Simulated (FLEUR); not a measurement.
# Sb (I4/mmm) in FLEUR: a series of runs

One crystal, Sb, is run at these levels: LDA; tasks: band structure, equation of state.

Program: FLEUR MaX-R8.1 (later development tree). These are calculated values, not measurements. Logs are shortened: lines on timing, memory, paths and dates and some standing lists are left out, and cuts for length are marked.

## (1) Starting point

Symmetry: I4/mmm, No. 139, tetragonal system. The conventional cell has a = 3.153 Å, b = 3.153 Å, c = 5.424 Å, α = 90.00°, β = 90.00°, γ = 90.00°. Around Sb (site symmetry 4/mmm) lie 12 Sb at 3.15 to 3.51 Å.

This isn't the form of Sb at room conditions, which is rhombohedral.

## (2) Band structure, LDA

File inp.xml:

```xml
<?xml version="1.0" encoding="UTF-8" standalone="no"?>
<fleurInput fleurInputVersion="0.39">
   <comment>
      Sb                                                                                                  
   </comment>
   <calculationSetup>
      <cutoffs Kmax="4.1" Gmax="12.7" GmaxXC="12.7" numbands="0"/>
      <scfLoop itmax="60" minDistance="0.00001" maxIterBroyd="15" imix="Anderson" alpha="0.05" precondParam="0.0" spinf="2.0" sdNocoIR="T"/>
      <coreElectrons ctail="T" frcor="F" kcrel="0" coretail_lmax="0"/>
      <xcFunctional name="vwn" relativisticCorrections="F"/>
      <magnetism jspins="1"/>
      <soc l_soc="F" theta="0.0" phi="0.0" spav="F"/>
      <expertModes spex="0" secvar="F"/>
      <geometryOptimization l_f="F" forcealpha="1.0" forcemix="BFGS" epsdisp="0.00001" epsforce="0.00001"/>
      <ldaU l_linMix="F" mixParam="0.05" spinf="1.0"/>
   </calculationSetup>
   <cell>
      <bzIntegration valenceElectrons="21.0" mode="hist" fermiSmearingEnergy="0.00183747">
         <kPointListSelection listName="default-1"/>
         <!-- k-points included here -->
         <xi:include xmlns:xi="http://www.w3.org/2001/XInclude" href="kpts.xml"> </xi:include>
      </bzIntegration>
      <!-- symmetry operations included here -->
      <xi:include xmlns:xi="http://www.w3.org/2001/XInclude" href="sym.xml"> </xi:include>
      <bulkLattice scale="1.0">
         <bravaisMatrix>
            <row-1>   -2.9792291704857377     2.9792291704857377     5.1248209019343527</row-1>
            <row-2>    2.9792291704857377    -2.9792291704857377     5.1248209019343527</row-2>
            <row-3>    2.9792291704857377     2.9792291704857377    -5.1248209019343527</row-3>
         </bravaisMatrix>
      </bulkLattice>
   </cell>
   <atomSpecies>
      <species name="Antimony (Sb)" element="Sb" atomicNumber="51">
         <mtSphere radius="2.66" gridPoints="879" logIncrement="0.015"/>
         <atomicCutoffs lmax="10" lnonsphr="10"/>
         <electronConfig flipSpins="F">
            <coreConfig>(1s1/2) (2s1/2) (2p1/2) (2p3/2) (3s1/2) (3p1/2) (3p3/2) (4s1/2) (3d3/2) (3d5/2)</coreConfig>
            <valenceConfig>(4p1/2) (4p3/2) (5s1/2) (4d3/2) (4d5/2) (5p1/2) (5p3/2)</valenceConfig>
            <stateOccupation state="(5p1/2)" spinUp="0.500000" spinDown="0.500000"/>
            <stateOccupation state="(5p3/2)" spinUp="1.000000" spinDown="1.000000"/>
         </electronConfig>
         <energyParameters s="5" p="5" d="5" f="4"/>
         <lo type="SCLO" l="1" n="4" eDeriv="0"/>
         <lo type="SCLO" l="1" n="4" eDeriv="1"/>
         <lo type="SCLO" l="2" n="4" eDeriv="0"/>
         <lo type="SCLO" l="2" n="4" eDeriv="1"/>
         <lo type="SCLO" l="0" n="5" eDeriv="2"/>
         <lo type="SCLO" l="3" n="4" eDeriv="2"/>
      </species>
   </atomSpecies>
   <atomGroups>
      <atomGroup species="Antimony (Sb)">
         <relPos label="                   1">.0000000000 .0000000000 .0000000000</relPos>
         <force calculate="T" relaxXYZ="TTT"/>
      </atomGroup>
   </atomGroups>
   <output dos="F" band="F" slice="F">
      <checks vchk="F" cdinf="F"/>
      <bandDOS minEnergy="-.5*Htr" maxEnergy="0.5*Htr" sigma="0.015" storeEVData="T"/>
      <vacuumDOS vacdos="F" integ="F" star="F" nstars="0" locx1="0.0" locy1="0.0" locx2="0.0" locy2="0.0" nstm="0" tworkf="0.0"/>
      <unfoldingBand unfoldBand="F" supercellX="1" supercellY="1" supercellZ="1"/>
      <plotting iplot="0" polar="F">
         <plot TwoD="T" vec1="  1.0  0.0  0.0" vec2="  0.0  1.0  0.0" vec3="  0.0  0.0  1.0" zero="  0.0  0.0  0.0" file="plot"/>
      </plotting>
      <chargeDensitySlicing numkpt="0" minEigenval="0.0" maxEigenval="0.0" nnne="0" pallst="F"/>
      <specialOutput eonly="F"/>
      <moessbauerParams electricFieldGradient="T" isomerShift="T" coreHyperfine="T" valenceHyperfine="T"/>
      <magneticCircularDichroism mcd="F" energyLo="-10.0" energyUp="0.0"/>
   </output>
  <!-- We include the file relax.xml here to enable relaxations (see documentation) -->
  <xi:include xmlns:xi="http://www.w3.org/2001/XInclude" href="relax.xml"> <xi:fallback/> </xi:include>
</fleurInput>
```

File crystal.txt:

```
Sb
&input cartesian=F /
-1.5765401831  1.5765401831  2.7119384313
1.5765401831  -1.5765401831  2.7119384313
1.5765401831  1.5765401831  -2.7119384313
1.8897261246
1.0 1.0 1.0

1
51 0.0000000000  0.0000000000  0.0000000000

&kpt div1=12 div2=12 div3=12 gamma=T /
```

File inp.xml (bands):

```
<?xml version="1.0" encoding="UTF-8" standalone="no"?>
<fleurInput fleurInputVersion="0.39">
   <comment>
      Sb                                                                                                  
   </comment>
   <calculationSetup>
      <cutoffs Kmax="4.1" Gmax="12.7" GmaxXC="12.7" numbands="0"/>
      <scfLoop itmax="60" minDistance="0.00001" maxIterBroyd="15" imix="Anderson" alpha="0.05" precondParam="0.0" spinf="2.0" sdNocoIR="T"/>
      <coreElectrons ctail="T" frcor="F" kcrel="0" coretail_lmax="0"/>
      <xcFunctional name="vwn" relativisticCorrections="F"/>
      <magnetism jspins="1"/>
      <soc l_soc="F" theta="0.0" phi="0.0" spav="F"/>
      <expertModes spex="0" secvar="F"/>
      <geometryOptimization l_f="F" forcealpha="1.0" forcemix="BFGS" epsdisp="0.00001" epsforce="0.00001"/>
      <ldaU l_linMix="F" mixParam="0.05" spinf="1.0"/>
   </calculationSetup>
   <cell>
      <bzIntegration valenceElectrons="21.0" mode="hist" fermiSmearingEnergy="0.00183747">
         <kPointListSelection listName="path-1"/>
         <!-- k-points included here -->
         <xi:include xmlns:xi="http://www.w3.org/2001/XInclude" href="kpts.xml"> </xi:include>
      </bzIntegration>
      <!-- symmetry operations included here -->
      <xi:include xmlns:xi="http://www.w3.org/2001/XInclude" href="sym.xml"> </xi:include>
      <bulkLattice scale="1.0">
         <bravaisMatrix>
            <row-1>   -2.9792291704857377     2.9792291704857377     5.1248209019343527</row-1>
            <row-2>    2.9792291704857377    -2.9792291704857377     5.1248209019343527</row-2>
            <row-3>    2.9792291704857377     2.9792291704857377    -5.1248209019343527</row-3>
         </bravaisMatrix>
      </bulkLattice>
   </cell>
   <atomSpecies>
      <species name="Antimony (Sb)" element="Sb" atomicNumber="51">
         <mtSphere radius="2.66" gridPoints="879" logIncrement="0.015"/>
         <atomicCutoffs lmax="10" lnonsphr="10"/>
         <electronConfig flipSpins="F">
            <coreConfig>(1s1/2) (2s1/2) (2p1/2) (2p3/2) (3s1/2) (3p1/2) (3p3/2) (4s1/2) (3d3/2) (3d5/2)</coreConfig>
            <valenceConfig>(4p1/2) (4p3/2) (5s1/2) (4d3/2) (4d5/2) (5p1/2) (5p3/2)</valenceConfig>
            <stateOccupation state="(5p1/2)" spinUp="0.500000" spinDown="0.500000"/>
            <stateOccupation state="(5p3/2)" spinUp="1.000000" spinDown="1.000000"/>
         </electronConfig>
         <energyParameters s="5" p="5" d="5" f="4"/>
         <lo type="SCLO" l="1" n="4" eDeriv="0"/>
         <lo type="SCLO" l="1" n="4" eDeriv="1"/>
         <lo type="SCLO" l="2" n="4" eDeriv="0"/>
         <lo type="SCLO" l="2" n="4" eDeriv="1"/>
         <lo type="SCLO" l="0" n="5" eDeriv="2"/>
         <lo type="SCLO" l="3" n="4" eDeriv="2"/>
      </species>
   </atomSpecies>
   <atomGroups>
      <atomGroup species="Antimony (Sb)">
         <relPos label="                   1">.0000000000 .0000000000 .0000000000</relPos>
         <force calculate="T" relaxXYZ="TTT"/>
      </atomGroup>
   </atomGroups>
   <output dos="F" band="T" slice="F">
      <checks vchk="F" cdinf="F"/>
      <bandDOS minEnergy="-.5*Htr" maxEnergy="0.5*Htr" sigma="0.015" storeEVData="T"/>
      <vacuumDOS vacdos="F" integ="F" star="F" nstars="0" locx1="0.0" locy1="0.0" locx2="0.0" locy2="0.0" nstm="0" tworkf="0.0"/>
      <unfoldingBand unfoldBand="F" supercellX="1" supercellY="1" supercellZ="1"/>
      <plotting iplot="0" polar="F">
         <plot TwoD="T" vec1="  1.0  0.0  0.0" vec2="  0.0  1.0  0.0" vec3="  0.0  0.0  1.0" zero="  0.0  0.0  0.0" file="plot"/>
      </plotting>
      <chargeDensitySlicing numkpt="0" minEigenval="0.0" maxEigenval="0.0" nnne="0" pallst="F"/>
      <specialOutput eonly="F"/>
      <moessbauerParams electricFieldGradient="T" isomerShift="T" coreHyperfine="T" valenceHyperfine="T"/>
      <magneticCircularDichroism mcd="F" energyLo="-10.0" energyUp="0.0"/>
   </output>
  <!-- We include the file relax.xml here to enable relaxations (see documentation) -->
  <xi:include xmlns:xi="http://www.w3.org/2001/XInclude" href="relax.xml"> <xi:fallback/> </xi:include>
</fleurInput>
```

Potentials or basis: all-electron, FLAPW.

Command:

```sh
> inpgen -f crystal.txt -profile fastHighL
> # inp.xml edited to the form shown
> fleur_MPI
> fleur_MPI   # second run, on inp.xml (bands)
```

Output:

```text
Welcome to FLEUR        (www.flapw.de)
      MaX-Release 8.1          (www.max-centre.eu)

 ========== k-point set info ==========
 Selected k-point list: default-1
 k-point list type: mesh
 12 x 12 x 12
 Number of k points: 163

 ------------Calculation Setup---------------------------
 Number of MPI-tasks      :            1
 Number of PE/node        :            1
 Number of OMP-threads    :            1
 Most efficient MPI parallelization for:
           1         163
 Additional eigenvalue parallelization possible
 Number of basis functions:          266
 Approximate size of matrices (H+S) per k-point:         0.001 GB
 --------------------------------------------------------
 Iteration:     1   Distance:       4.57507114 me/bohr^3
 Iteration:     2   Distance:       4.27864168 me/bohr^3
 Iteration:     3   Distance:       1.28928186 me/bohr^3
 Iteration:     4   Distance:       0.13407272 me/bohr^3
 Iteration:     5   Distance:       0.11756509 me/bohr^3
 Iteration:     6   Distance:       0.01951093 me/bohr^3
 Iteration:     7   Distance:       0.00293593 me/bohr^3
 Iteration:     8   Distance:       0.00143863 me/bohr^3
 Iteration:     9   Distance:       0.00016229 me/bohr^3
 Iteration:    10   Distance:       0.00008375 me/bohr^3
 Iteration:    11   Distance:       0.00000897 me/bohr^3

 ********************************************************************
 Run finished successfully
 Stop message:
   all done
 ********************************************************************
```

output (bands):

```text
Welcome to FLEUR        (www.flapw.de)
      MaX-Release 8.1          (www.max-centre.eu)

 ========== k-point set info ==========
 Selected k-point list: path-1
 k-point list type: path
 Number of k points: 60

 ------------Calculation Setup---------------------------
 Number of MPI-tasks      :            1
 Number of PE/node        :            1
 Number of OMP-threads    :            1
 Most efficient MPI parallelization for:
           1           2           3           4           5           6          10          12          15          20          30          60
 Additional eigenvalue parallelization possible
 Number of basis functions:          266
 Approximate size of matrices (H+S) per k-point:         0.001 GB
 --------------------------------------------------------
 Fermi energy correction for metals:
 Fermi energy in bands.* files may not be consistent with last density.
 Please correct it manually (e.g. in band.gnu file).

 Note: Band structure data (together with different weights) is also stored in the banddos.hdf file.
       A convenient way of extracting and plotting the data from that file is by making use of the

 ********************************************************************
 Run finished successfully
 Stop message:
   Charge density postprocessing done.
 ********************************************************************
```

out.xml (last iteration):

```text
<iteration numberForCurrentRun="   11" overallNumber="   11">
         <energyParameters units="Htr">
            <atomicEP atomType="1" spin="1" branch="5s" branchLowest="-4.99" branchHighest="0.50" value="-0.0548808012"/>
            <atomicEP atomType="1" spin="1" branch="5p" branchLowest="-3.26" branchHighest="1.12" value="0.2084399865"/>
            <atomicEP atomType="1" spin="1" branch="5d" branchLowest="-0.75" branchHighest="2.21" value="0.4369130462"/>
            <atomicEP atomType="1" spin="1" branch="4f" branchLowest="-9.99" branchHighest="1.69" value="0.5899936210"/>
            <loAtomicEP atomType="1" spin="1" branch="4p" branchLowest="-27.07" branchHighest="-3.26" value="-3.2749968588"/>
            <loAtomicEP atomType="1" spin="1" branch="4p" branchLowest="-27.07" branchHighest="-3.26" value="-3.2749968588"/>
            <loAtomicEP atomType="1" spin="1" branch="4d" branchLowest="-18.48" branchHighest="-0.75" value="-0.7649945291"/>
            <loAtomicEP atomType="1" spin="1" branch="4d" branchLowest="-18.48" branchHighest="-0.75" value="-0.7649945291"/>
            <loAtomicEP atomType="1" spin="1" branch="5s" branchLowest="-4.99" branchHighest="0.50" value="-0.0548808012"/>
            <loAtomicEP atomType="1" spin="1" branch="4f" branchLowest="-9.99" branchHighest="1.69" value="0.5899945170"/>
         </energyParameters>
         <eigenvalues>
            <eigenvaluesAt spin="1" ikpt="1" k_x="0.00000000" k_y="0.00000000" k_z="0.00000000">
                      -3.2655630843       -3.2645799659       -3.2645799659       -0.7708548191       -0.7693297452
                      -0.7679671688       -0.7679671688       -0.7658113812       -0.1737499448        0.4699433022
                       0.4994266157        0.4994266157        0.6722127741        0.6958979707        0.7136461097
                       0.7231195491        0.7231195491
            </eigenvaluesAt>
            <eigenvaluesAt spin="1" ikpt="2" k_x="0.00000000" k_y="0.00000000" k_z="0.08333333">
                      -3.2655634153       -3.2645858525       -3.2645851214       -0.7703721169       -0.7691480467
                      -0.7681000345       -0.7679053738       -0.7659844480       -0.1660772566        0.4565746481
                       0.4625858490        0.4703327782        0.6346730758        0.6875094079        0.7191271284
                       0.7203337542        0.7906497896
            </eigenvaluesAt>
            <eigenvaluesAt spin="1" ikpt="3" k_x="0.00000000" k_y="0.00000000" k_z="0.16666667">
[... 31 lines left out ...]
            <state n="3" l="2" j="1.5" energy="-18.6982637417" weight="2.0000000000"/>
            <state n="3" l="2" j="2.5" energy="-18.3435102702" weight="3.0000000000"/>
         </coreStates>
         <allElectronCharges>
            <spinDependentCharge spin="1" total="51.0000000" interstitial="1.9371156" mtSpheres="49.0628844"/>
            <totalCharge value="50.9999999966"/>
         </allElectronCharges>
         <moessbauerParams unitsHFF="kG" unitsIS="e/bohr^3" unitsEFG="Htr/bohr^2">
            <coreIsomerShift atomType="1" isTotal="211807.51673">
               <shell n="1" l="0" isomerShift="184234.08069"/>
               <shell n="2" l="0" isomerShift="21759.84732"/>
               <shell n="2" l="1" isomerShift="548.59242"/>
               <shell n="3" l="0" isomerShift="4260.56973"/>
               <shell n="3" l="1" isomerShift="116.34524"/>
               <shell n="4" l="0" isomerShift="888.08131"/>
               <shell n="3" l="2" isomerShift="0.00002"/>
            </coreIsomerShift>
            <isomerShift atomType="1" nucleusRadius="0.0001171" averageDensity="211910.71941"/>
            <electricFieldGradient atomType="1" VXX="-0.38024" VYY="-0.38024" VZZ="0.76048" asymParam="0.00000">
            </electricFieldGradient>
         </moessbauerParams>
         <totalEnergy                                    value="    -6478.1315831854" units="Htr">
            <sumOfEigenvalues                            value="    -3919.7730439830">
               <coreElectrons value="-3893.0371584157"/>
               <valenceElectrons value="-26.7358855673"/>
            </sumOfEigenvalues>
            <densityCoulombPotentialIntegral value="-10533.5351437104"/>
            <densityEffectivePotentialIntegral value="-10752.6447555058"/>
            <chargeDenXCDenIntegral value="-165.2195649814"/>
            <FockExchangeEnergyValence value="0.0000000000"/>
            <FockExchangeEnergyCore value="0.0000000000"/>
            <atomTypeDependentContributions atomType="1">
               <electronNucleiInteractionDifferentMTs value="7853.4360117030"/>
               <MadelungTerm value="-25.5801461686"/>
            </atomTypeDependentContributions>
            <tkbTimesEntropy value="0.0002067318"/>
            <freeEnergy value="-6478.1317899172"/>
            <extrapolationTo0K value="-6478.1316865513"/>
         </totalEnergy>
         <densityConvergence units="me/bohr^3">
            <chargeDensity spin="1" distance="0.0000089707"/>
         </densityConvergence>
      </iteration>
```

Run time: 42 s. Hardware: 1 thread of Arm Neoverse V2, shared host; peak memory 0.05 GiB.

What came out:

| Item | Value |
| --- | --- |
| Free energy | -176278.9463 eV |
| Band gap along the path | none (metal or under the smearing width) |
| Valence electrons inside the program's atomic spheres | Sb 19.06 (radii Sb 2.66 bohr) |

Levels at the corners of the path, in eV from the Fermi level:
```csv
point,band 7,band 8,band 9,band 10,band 11,band 12,band 13,band 14,band 15,band 16
Γ,-29.15,-29.09,-12.98,4.54,5.34,5.34,10.04,10.68,11.17,11.43
X,-29.11,-29.03,-6.78,-4.37,-1.03,0.58,3.58,4.54,15.69,15.77
Y,-29.12,-29.08,-7.40,-3.39,-2.22,-1.77,7.41,8.81,16.35,16.84
S,-29.11,-29.11,-8.52,-3.99,-3.88,3.65,7.55,14.85,15.31,15.38
Γ,-29.15,-29.09,-12.98,4.54,5.34,5.34,10.04,10.68,11.17,11.43
Z,-29.10,-29.08,-9.35,-5.63,2.08,2.08,6.15,6.24,21.20,21.25
S1,-29.11,-29.11,-8.52,-3.99,-3.88,3.65,7.55,14.85,15.31,15.38
N,-29.10,-29.08,-9.20,-5.76,1.73,5.28,6.31,10.50,10.76,11.42
P,-29.12,-29.03,-6.70,-3.12,-3.12,-0.59,6.99,8.89,8.89,10.17
Y1,-29.12,-29.08,-7.40,-3.39,-2.22,-1.77,7.41,8.81,16.35,16.84
Z,-29.10,-29.08,-9.35,-5.63,2.08,2.08,6.15,6.24,21.20,21.25
X,-29.11,-29.03,-6.78,-4.37,-1.03,0.58,3.58,4.54,15.69,15.77
P,-29.12,-29.03,-6.70,-3.12,-3.12,-0.59,6.99,8.89,8.89,10.17
```

Core levels (eV from the Fermi level):
```csv
atom,levels
1 Sb,"1s1/2 -30246.4, 2s1/2 -4598.6, 2p1/2 -4304.2, 2p3/2 -4052.8, 3s1/2 -897.6, 3p1/2 -777.1, 3p3/2 -730.7, 4s1/2 -144.0, 3d3/2 -517.1, 3d5/2 -507.4"
```

Caveat: spin-orbit coupling is left out, which moves the levels of the heavy elements.

## (3) Equation of state, LDA, 25.34 Å³/atom (volume scaled by 0.94)

inp.xml, as its differences from that of step 2:

```diff
@@ -24,3 +24,3 @@
       <xi:include xmlns:xi="http://www.w3.org/2001/XInclude" href="sym.xml"> </xi:include>
-      <bulkLattice scale="1.0">
+      <bulkLattice scale="0.9795861087">
          <bravaisMatrix>
```

Potentials or basis: all-electron, FLAPW.

Command:

```sh
> inpgen -f crystal.txt -profile fastHighL
> # inp.xml edited to the form shown
> fleur_MPI
```

Run time: 37 s. Hardware: 1 thread of Arm Neoverse V2, shared host; peak memory 0.08 GiB.

The run converged. Its results:

* Free energy: -176278.9508 eV
* Band gap on the k mesh: none (metal or under the smearing width)
* Valence electrons inside the program's atomic spheres: Sb 19.12 (radii Sb 2.66 bohr)

[end of part 1 of 2]
